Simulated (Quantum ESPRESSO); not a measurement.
# In2Se2, 1 layer, rectangular cell, stepped through strain along the second axis, part 6 of 7

What law, if any, do the results for In2Se2, 1 layer, rectangular cell follow against strain along the second axis?

Quantum ESPRESSO 7.5; plane-wave DFT, PBE, GBRV ultrasoft pseudopotentials.

So far. Step 6 (Bands along a path, -4 %): Along this path the valence top lies near Y and the conduction bottom at Γ. Step 7 (Relaxing the ions, -3 %): The relaxation lowers the energy by 3 meV an atom.

### Step 9. Relaxing the ions, 3 %

The input, m7.relax.in:

```
&control
  prefix = 'm7.relax'
  outdir = './out'
  pseudo_dir = './pseudo'
  nstep = 40
  forc_conv_thr = 0.0003
  calculation = 'relax'
  tstress = .true.
/
&system
  ibrav = 0
  nat = 8
  ntyp = 2
  ecutwfc = 50
  ecutrho = 250
  occupations = 'smearing'
  smearing = 'fd'
  degauss = 0.002
/
&electrons
  conv_thr = 1e-09
  mixing_beta = 0.4
  electron_maxstep = 120
  mixing_mode = 'plain'
/
&ions
/
ATOMIC_SPECIES
  Se  78.9710  se_pbe_v1.uspp.F.UPF
  In  114.8180  in_pbe_v1.4.uspp.F.UPF
CELL_PARAMETERS angstrom
  4.08092491800000 0.00000000000000 0.00000000000000
  0.00000000000000 7.27992478214000 0.00000000000000
  0.00000000000000 0.00000000000000 20.14290946400000
ATOMIC_POSITIONS crystal
  Se  0.000000000000 0.333334341600 0.366558047100
  Se  0.500000000000 0.833334386500 0.366557955300
  In  0.000000000000 -0.000001105000 0.429924743200
  In  0.500000000000 0.499999043600 0.429924757800
  In  0.000000000000 -0.000001105000 0.570075256800
  In  0.500000000000 0.499999043600 0.570075242200
  Se  0.000000000000 0.333334341600 0.633441952900
  Se  0.500000000000 0.833334386500 0.633442044700
K_POINTS automatic
  8 4 1 0 0 0
```

Launch:

```console
OMP_NUM_THREADS=1 mpirun -n 4 pw.x -nk 2 -in m7.relax.in > m7.relax.out
```

Log:

```text
[banner, memory and clock lines left out]
Program PWSCF v.7.5 starts
[...]
Message from routine setup:
[...]
number of electrons       =        76.00
     number of Kohn-Sham states=           46
     kinetic-energy cutoff     =      50.0000  Ry
     charge density cutoff     =     250.0000  Ry
[...]
number of k points=    15  Fermi-Dirac smearing, width (Ry)=  0.0020
[...]
Dense  grid:   269677 G-vectors     FFT dimensions: (  40,  72, 192)
[...]
negative rho (up, down):  9.573E-04 0.000E+00
     Starting wfcs are   52 randomized atomic wfcs
[...]
negative rho (up, down):  8.343E-04 0.000E+00
[...]
estimated scf accuracy    <       7.81934277 Ry
[...]
negative rho (up, down):  9.320E-04 0.000E+00
[...]
estimated scf accuracy    <       0.11838822 Ry
[...]
negative rho (up, down):  1.018E-03 0.000E+00
[...]
estimated scf accuracy    <       0.05092804 Ry
[...]
negative rho (up, down):  1.083E-03 0.000E+00
[...]
estimated scf accuracy    <       0.01396159 Ry
[...]
negative rho (up, down):  1.111E-03 0.000E+00
[...]
estimated scf accuracy    <       0.00109484 Ry
[...]
negative rho (up, down):  1.133E-03 0.000E+00
[...]
estimated scf accuracy    <       0.00013882 Ry
[...]
negative rho (up, down):  1.143E-03 0.000E+00
[...]
estimated scf accuracy    <       0.00002229 Ry
[...]
negative rho (up, down):  1.148E-03 0.000E+00
[...]
estimated scf accuracy    <       0.00000578 Ry
[...]
negative rho (up, down):  1.152E-03 0.000E+00
[...]
estimated scf accuracy    <       0.00000029 Ry
[...]
negative rho (up, down):  1.154E-03 0.000E+00
[...]
estimated scf accuracy    <       0.00000009 Ry
[...]
negative rho (up, down):  1.156E-03 0.000E+00
[...]
estimated scf accuracy    <       0.00000001 Ry
[...]
negative rho (up, down):  1.156E-03 0.000E+00
[...]
estimated scf accuracy    <          4.2E-09 Ry
[...]
negative rho (up, down):  1.157E-03 0.000E+00
[...]
estimated scf accuracy    <          1.1E-09 Ry
[...]
negative rho (up, down):  1.158E-03 0.000E+00
[...]
the Fermi energy is    -0.7623 ev
!    total energy              =    -708.63111145 Ry
     estimated scf accuracy    <          3.2E-11 Ry
     smearing contrib. (-TS)   =      -0.00000000 Ry
     internal energy E=F+TS    =    -708.63111145 Ry
[...]
one-electron contribution =   -2124.12919768 Ry
     hartree contribution      =    1091.74158086 Ry
     xc contribution           =    -269.75224023 Ry
     ewald contribution        =     593.50874561 Ry
     convergence has been achieved in  14 iterations
     negative rho (up, down):  1.158E-03 0.000E+00
[...]
Total force =     0.023086     Total SCF correction =     0.000037
[...]
negative rho (up, down):  1.158E-03 0.000E+00
[...]
negative rho (up, down):  1.162E-03 0.000E+00
[...]
negative rho (up, down):  1.159E-03 0.000E+00
[...]
estimated scf accuracy    <       0.00016247 Ry
[...]
negative rho (up, down):  1.158E-03 0.000E+00
[...]
estimated scf accuracy    <       0.00015418 Ry
[...]
negative rho (up, down):  1.158E-03 0.000E+00
[...]
estimated scf accuracy    <       0.00000114 Ry
[...]
negative rho (up, down):  1.157E-03 0.000E+00
[...]
estimated scf accuracy    <       0.00000035 Ry
[...]
negative rho (up, down):  1.157E-03 0.000E+00
[...]
estimated scf accuracy    <       0.00000002 Ry
[...]
negative rho (up, down):  1.157E-03 0.000E+00
[...]
estimated scf accuracy    <          1.2E-09 Ry
[...]
negative rho (up, down):  1.157E-03 0.000E+00
[...]
the Fermi energy is    -0.7529 ev
!    total energy              =    -708.63156794 Ry
     estimated scf accuracy    <          3.0E-10 Ry
     smearing contrib. (-TS)   =      -0.00000000 Ry
     internal energy E=F+TS    =    -708.63156794 Ry
[...]
one-electron contribution =   -2123.83097883 Ry
     hartree contribution      =    1091.60050531 Ry
     xc contribution           =    -269.76036043 Ry
     ewald contribution        =     593.35926601 Ry
     convergence has been achieved in   7 iterations
     negative rho (up, down):  1.157E-03 0.000E+00
[...]
Total force =     0.016642     Total SCF correction =     0.000084
[...]
negative rho (up, down):  1.157E-03 0.000E+00
[...]
negative rho (up, down):  1.162E-03 0.000E+00
[...]
negative rho (up, down):  1.159E-03 0.000E+00
[...]
estimated scf accuracy    <       0.00012680 Ry
[...]
negative rho (up, down):  1.158E-03 0.000E+00
[...]
estimated scf accuracy    <       0.00011895 Ry
[...]
negative rho (up, down):  1.158E-03 0.000E+00
[...]
estimated scf accuracy    <       0.00000123 Ry
[...]
negative rho (up, down):  1.158E-03 0.000E+00
[...]
estimated scf accuracy    <       0.00000036 Ry
[...]
negative rho (up, down):  1.158E-03 0.000E+00
[...]
estimated scf accuracy    <       0.00000003 Ry
[...]
negative rho (up, down):  1.158E-03 0.000E+00
[...]
estimated scf accuracy    <          1.8E-09 Ry
[...]
negative rho (up, down):  1.158E-03 0.000E+00
[...]
estimated scf accuracy    <          2.2E-10 Ry
[...]
negative rho (up, down):  1.158E-03 0.000E+00
[...]
the Fermi energy is    -0.7432 ev
!    total energy              =    -708.63189787 Ry
     estimated scf accuracy    <          4.1E-11 Ry
     smearing contrib. (-TS)   =      -0.00000000 Ry
     internal energy E=F+TS    =    -708.63189787 Ry
[...]
one-electron contribution =   -2123.90649429 Ry
     hartree contribution      =    1091.64514219 Ry
     xc contribution           =    -269.76891029 Ry
     ewald contribution        =     593.39836452 Ry
     convergence has been achieved in   8 iterations
     negative rho (up, down):  1.158E-03 0.000E+00
[...]
Total force =     0.010682     Total SCF correction =     0.000037
[...]
negative rho (up, down):  1.158E-03 0.000E+00
[...]
negative rho (up, down):  1.165E-03 0.000E+00
[...]
negative rho (up, down):  1.161E-03 0.000E+00
[...]
estimated scf accuracy    <       0.00012588 Ry
[...]
negative rho (up, down):  1.160E-03 0.000E+00
[...]
estimated scf accuracy    <       0.00011845 Ry
[...]
negative rho (up, down):  1.160E-03 0.000E+00
[...]
estimated scf accuracy    <       0.00000190 Ry
[...]
negative rho (up, down):  1.160E-03 0.000E+00
[...]
estimated scf accuracy    <       0.00000052 Ry
[...]
negative rho (up, down):  1.160E-03 0.000E+00
[...]
estimated scf accuracy    <          3.4E-12 Ry
     smearing contrib. (-TS)   =      -0.00000000 Ry
     internal energy E=F+TS    =    -708.63212984 Ry
[...]
one-electron contribution =   -2124.70895449 Ry
     hartree contribution      =    1092.05415022 Ry
     xc contribution           =    -269.78044645 Ry
     ewald contribution        =     593.80312088 Ry
     convergence has been achieved in   9 iterations
     negative rho (up, down):  1.160E-03 0.000E+00
[...]
Total force =     0.005874     Total SCF correction =     0.000008
[...]
negative rho (up, down):  1.160E-03 0.000E+00
[...]
negative rho (up, down):  1.162E-03 0.000E+00
[...]
negative rho (up, down):  1.161E-03 0.000E+00
[...]
estimated scf accuracy    <       0.00000392 Ry
[...]
negative rho (up, down):  1.161E-03 0.000E+00
[...]
estimated scf accuracy    <       0.00000083 Ry
[...]
negative rho (up, down):  1.161E-03 0.000E+00
[...]
estimated scf accuracy    <       0.00000008 Ry
[...]
negative rho (up, down):  1.161E-03 0.000E+00
[...]
estimated scf accuracy    <       0.00000001 Ry
[...]
negative rho (up, down):  1.161E-03 0.000E+00
[...]
estimated scf accuracy    <          1.6E-09 Ry
[...]
negative rho (up, down):  1.161E-03 0.000E+00
[...]
estimated scf accuracy    <          1.6E-10 Ry
[...]
negative rho (up, down):  1.161E-03 0.000E+00
[...]
the Fermi energy is    -0.7445 ev
!    total energy              =    -708.63218611 Ry
     estimated scf accuracy    <          9.3E-12 Ry
     smearing contrib. (-TS)   =      -0.00000000 Ry
     internal energy E=F+TS    =    -708.63218611 Ry
[...]
one-electron contribution =   -2125.89762297 Ry
     hartree contribution      =    1092.65004213 Ry
     xc contribution           =    -269.78570025 Ry
     ewald contribution        =     594.40109498 Ry
     convergence has been achieved in   7 iterations
     negative rho (up, down):  1.161E-03 0.000E+00
[...]
Total force =     0.005674     Total SCF correction =     0.000013
[...]
negative rho (up, down):  1.161E-03 0.000E+00
[...]
negative rho (up, down):  1.161E-03 0.000E+00
[...]
negative rho (up, down):  1.161E-03 0.000E+00
[...]
estimated scf accuracy    <       0.00004224 Ry
[...]
negative rho (up, down):  1.161E-03 0.000E+00
[...]
estimated scf accuracy    <       0.00003085 Ry
[...]
negative rho (up, down):  1.161E-03 0.000E+00
[...]
estimated scf accuracy    <       0.00000059 Ry
[...]
negative rho (up, down):  1.161E-03 0.000E+00
[...]
estimated scf accuracy    <       0.00000010 Ry
[...]
negative rho (up, down):  1.161E-03 0.000E+00
[...]
estimated scf accuracy    <          7.4E-09 Ry
[...]
negative rho (up, down):  1.161E-03 0.000E+00
[...]
estimated scf accuracy    <          7.1E-10 Ry
[...]
negative rho (up, down):  1.161E-03 0.000E+00
[...]
estimated scf accuracy    <          8.6E-11 Ry
[...]
negative rho (up, down):  1.161E-03 0.000E+00
[...]
the Fermi energy is    -0.7406 ev
!    total energy              =    -708.63223668 Ry
     estimated scf accuracy    <          3.7E-12 Ry
     smearing contrib. (-TS)   =      -0.00000000 Ry
     internal energy E=F+TS    =    -708.63223668 Ry
[...]
one-electron contribution =   -2127.87236534 Ry
     hartree contribution      =    1093.63613986 Ry
     xc contribution           =    -269.78961927 Ry
     ewald contribution        =     595.39360808 Ry
     convergence has been achieved in   8 iterations
     negative rho (up, down):  1.161E-03 0.000E+00
[...]
Total force =     0.005172     Total SCF correction =     0.000009
[...]
negative rho (up, down):  1.161E-03 0.000E+00
[...]
negative rho (up, down):  1.159E-03 0.000E+00
[...]
negative rho (up, down):  1.160E-03 0.000E+00
[...]
estimated scf accuracy    <       0.00017825 Ry
[...]
negative rho (up, down):  1.160E-03 0.000E+00
[...]
estimated scf accuracy    <       0.00012174 Ry
[...]
negative rho (up, down):  1.160E-03 0.000E+00
[...]
estimated scf accuracy    <       0.00000125 Ry
[...]
negative rho (up, down):  1.161E-03 0.000E+00
[...]
estimated scf accuracy    <       0.00000026 Ry
[...]
negative rho (up, down):  1.161E-03 0.000E+00
[...]
estimated scf accuracy    <       0.00000002 Ry
[...]
negative rho (up, down):  1.161E-03 0.000E+00
[...]
estimated scf accuracy    <          2.2E-09 Ry
[...]
negative rho (up, down):  1.161E-03 0.000E+00
[...]
estimated scf accuracy    <          2.1E-10 Ry
[...]
negative rho (up, down):  1.161E-03 0.000E+00
[...]
estimated scf accuracy    <          9.4E-11 Ry
[...]
negative rho (up, down):  1.161E-03 0.000E+00
[...]
the Fermi energy is    -0.7377 ev
!    total energy              =    -708.63228847 Ry
     estimated scf accuracy    <          3.5E-12 Ry
     smearing contrib. (-TS)   =      -0.00000000 Ry
     internal energy E=F+TS    =    -708.63228847 Ry
[...]
one-electron contribution =   -2131.02451972 Ry
     hartree contribution      =    1095.20766573 Ry
     xc contribution           =    -269.79282565 Ry
     ewald contribution        =     596.97739117 Ry
     convergence has been achieved in   9 iterations
     negative rho (up, down):  1.161E-03 0.000E+00
[...]
Total force =     0.003649     Total SCF correction =     0.000007
[...]
negative rho (up, down):  1.161E-03 0.000E+00
[...]
negative rho (up, down):  1.159E-03 0.000E+00
[...]
negative rho (up, down):  1.160E-03 0.000E+00
[...]
estimated scf accuracy    <       0.00007604 Ry
[...]
negative rho (up, down):  1.161E-03 0.000E+00
[...]
estimated scf accuracy    <       0.00004108 Ry
[...]
negative rho (up, down):  1.161E-03 0.000E+00
[...]
estimated scf accuracy    <       0.00000050 Ry
[...]
negative rho (up, down):  1.162E-03 0.000E+00
[...]
estimated scf accuracy    <       0.00000006 Ry
[...]
negative rho (up, down):  1.162E-03 0.000E+00
[...]
estimated scf accuracy    <          8.3E-09 Ry
[...]
negative rho (up, down):  1.162E-03 0.000E+00
[...]
estimated scf accuracy    <          1.2E-09 Ry
[...]
negative rho (up, down):  1.162E-03 0.000E+00
[...]
estimated scf accuracy    <          1.0E-10 Ry
[...]
negative rho (up, down):  1.162E-03 0.000E+00
[...]
estimated scf accuracy    <          1.2E-11 Ry
[...]
negative rho (up, down):  1.162E-03 0.000E+00
[...]
the Fermi energy is    -0.7370 ev
!    total energy              =    -708.63230952 Ry
     estimated scf accuracy    <          3.2E-12 Ry
     smearing contrib. (-TS)   =      -0.00000000 Ry
     internal energy E=F+TS    =    -708.63230952 Ry
[...]
one-electron contribution =   -2132.88569025 Ry
     hartree contribution      =    1096.13443926 Ry
     xc contribution           =    -269.79339134 Ry
     ewald contribution        =     597.91233280 Ry
     convergence has been achieved in   9 iterations
     negative rho (up, down):  1.162E-03 0.000E+00
[...]
Total force =     0.002624     Total SCF correction =     0.000009
[...]
negative rho (up, down):  1.162E-03 0.000E+00
[...]
negative rho (up, down):  1.161E-03 0.000E+00
[...]
negative rho (up, down):  1.162E-03 0.000E+00
[...]
estimated scf accuracy    <       0.00002715 Ry
[...]
negative rho (up, down):  1.162E-03 0.000E+00
[...]
estimated scf accuracy    <       0.00002054 Ry
[...]
negative rho (up, down):  1.162E-03 0.000E+00
[...]
estimated scf accuracy    <       0.00000012 Ry
[...]
negative rho (up, down):  1.162E-03 0.000E+00
[...]
estimated scf accuracy    <       0.00000003 Ry
[...]
negative rho (up, down):  1.162E-03 0.000E+00
[...]
estimated scf accuracy    <          1.6E-09 Ry
[...]
negative rho (up, down):  1.162E-03 0.000E+00
[...]
estimated scf accuracy    <          8.6E-11 Ry
[...]
negative rho (up, down):
```

Wall time 19 min (4 MPI ranks of Arm Neoverse V2, shared host); peak memory 1.6 GiB.

The steps of the relaxation:

```csv
step,energy less that of the first step (eV),largest force (eV/Å)
1,0.0000,0.2150
2,-0.0062,0.1612
3,-0.0107,0.1157
4,-0.0139,0.0545
5,-0.0146,0.0678
6,-0.0153,0.0656
7,-0.0160,0.0419
8,-0.0163,0.0251
9,-0.0164,0.0230
10,-0.0166,0.0168
11,-0.0166,0.0105
12,-0.0167,0.0031
```

The atoms that moved most (Å):

```csv
atom,dx,dy,dz,length
Se2,0.000,-0.011,0.031,0.033
Se8,0.000,-0.011,-0.031,0.033
Se7,0.000,-0.011,-0.031,0.033
Se1,0.000,-0.011,0.031,0.033
In3,0.000,0.011,-0.002,0.011
In5,0.000,0.011,0.002,0.011
In4,0.000,0.011,-0.002,0.011
In6,0.000,0.011,0.002,0.011
```

The relaxation lowers the energy by 2 meV an atom.

This step gave:

```
free energy  : -9641.4341 eV
Fermi energy : -0.7295 eV
```

### Step 10. Self-consistent run, 3 %

The input, m7.scf.in:

```
&control
  prefix = 'm7.scf'
  outdir = './out'
  pseudo_dir = './pseudo'
  calculation = 'scf'
  tprnfor = .true.
/
&system
  ibrav = 0
  nat = 8
  ntyp = 2
  ecutwfc = 40
  ecutrho = 200
  occupations = 'smearing'
  smearing = 'fd'
  degauss = 0.002
  nbnd = 42
/
&electrons
  conv_thr = 1e-09
  mixing_beta = 0.4
  electron_maxstep = 120
  mixing_mode = 'plain'
/
ATOMIC_SPECIES
  Se  78.9710  se_pbe_v1.uspp.F.UPF
  In  114.8180  in_pbe_v1.4.uspp.F.UPF
CELL_PARAMETERS angstrom
  4.08092491800000 0.00000000000000 0.00000000000000
  0.00000000000000 7.27992478214000 0.00000000000000
  0.00000000000000 0.00000000000000 20.14290946400000
ATOMIC_POSITIONS crystal
  Se  0.000000000000 0.331792135100 0.368120510600
  Se  0.500000000000 0.831792119400 0.368120524100
  In  0.000000000000 0.001541221900 0.429824724500
  In  0.500000000000 0.501541190200 0.429824722300
  In  0.000000000000 0.001541221900 0.570175275500
  In  0.500000000000 0.501541190200 0.570175277700
  Se  0.000000000000 0.331792135100 0.631879489400
  Se  0.500000000000 0.831792119400 0.631879475900
K_POINTS automatic
  8 4 1 0 0 0
```

Launch:

```console
OMP_NUM_THREADS=1 mpirun -n 4 pw.x -nk 2 -in m7.scf.in > m7.scf.out
```

Log:

```text
[banner, memory and clock lines left out]
Program PWSCF v.7.5 starts
[...]
Message from routine setup:
[...]
number of electrons       =        76.00
     number of Kohn-Sham states=           42
     kinetic-energy cutoff     =      40.0000  Ry
     charge density cutoff     =     200.0000  Ry
[...]
number of k points=    15  Fermi-Dirac smearing, width (Ry)=  0.0020
[...]
Dense  grid:   192981 G-vectors     FFT dimensions: (  36,  64, 180)
[...]
negative rho (up, down):  6.914E-04 0.000E+00
     Starting wfcs are   52 randomized atomic wfcs
[...]
negative rho (up, down):  5.331E-04 0.000E+00
[...]
estimated scf accuracy    <       7.65433280 Ry
[...]
negative rho (up, down):  5.482E-04 0.000E+00
[...]
estimated scf accuracy    <       0.09733143 Ry
[...]
negative rho (up, down):  8.891E-04 0.000E+00
[...]
estimated scf accuracy    <       0.02893596 Ry
[...]
negative rho (up, down):  7.094E-04 0.000E+00
[...]
estimated scf accuracy    <       0.00567235 Ry
[...]
negative rho (up, down):  6.768E-04 0.000E+00
[...]
estimated scf accuracy    <       0.00074215 Ry
[...]
negative rho (up, down):  6.715E-04 0.000E+00
[...]
estimated scf accuracy    <       0.00032987 Ry
[...]
negative rho (up, down):  6.641E-04 0.000E+00
[...]
estimated scf accuracy    <       0.00005139 Ry
[...]
negative rho (up, down):  6.617E-04 0.000E+00
[...]
estimated scf accuracy    <       0.00001529 Ry
[...]
negative rho (up, down):  6.622E-04 0.000E+00
[...]
estimated scf accuracy    <       0.00000315 Ry
[...]
negative rho (up, down):  6.629E-04 0.000E+00
[...]
estimated scf accuracy    <       0.00000006 Ry
[...]
negative rho (up, down):  6.635E-04 0.000E+00
[...]
estimated scf accuracy    <       0.00000005 Ry
[...]
negative rho (up, down):  6.638E-04 0.000E+00
[...]
estimated scf accuracy    <          2.1E-09 Ry
[...]
negative rho (up, down):  6.645E-04 0.000E+00
[...]
the Fermi energy is    -0.7391 ev
!    total energy              =    -708.61730253 Ry
     estimated scf accuracy    <          4.2E-10 Ry
     smearing contrib. (-TS)   =      -0.00000000 Ry
     internal energy E=F+TS    =    -708.61730253 Ry
[...]
one-electron contribution =   -2135.72197240 Ry
     hartree contribution      =    1097.54949113 Ry
     xc contribution           =    -269.79515480 Ry
     ewald contribution        =     599.35033354 Ry
     convergence has been achieved in  13 iterations
     negative rho (up, down):  6.645E-04 0.000E+00
[...]
Total force =     0.000208     Total SCF correction =     0.000103
[...]
```

Run time: 85 s. Hardware: 4 MPI ranks; peak memory 0.75 GiB; 5.6 min of CPU time.

Read from the output:

```
free energy                          : -9641.2296 eV
Fermi energy                         : -0.7391 eV
valence top, on the run's zero       : -1.338 eV
conduction bottom, on the run's zero : -0.1896 eV
gap by band count                    : 1.148 eV
```

[end of part 6 of 7]

[Logs are printed without paths, hosts, clocks, repeated set-up lines and the standing remarks that a program may print on its own settings, such as how far it seeks lower states.]

[Hosts, paths, dates, database ids (printed as entryN), source tags and the programs' standing remarks are cut or masked in the printed files.]

[Maps of the electrostatic potential energy from Ansatz leave out the sawtooth potential of an applied field or a dipole correction, so their vacuum need not be flat; planar profiles and work functions include it.]
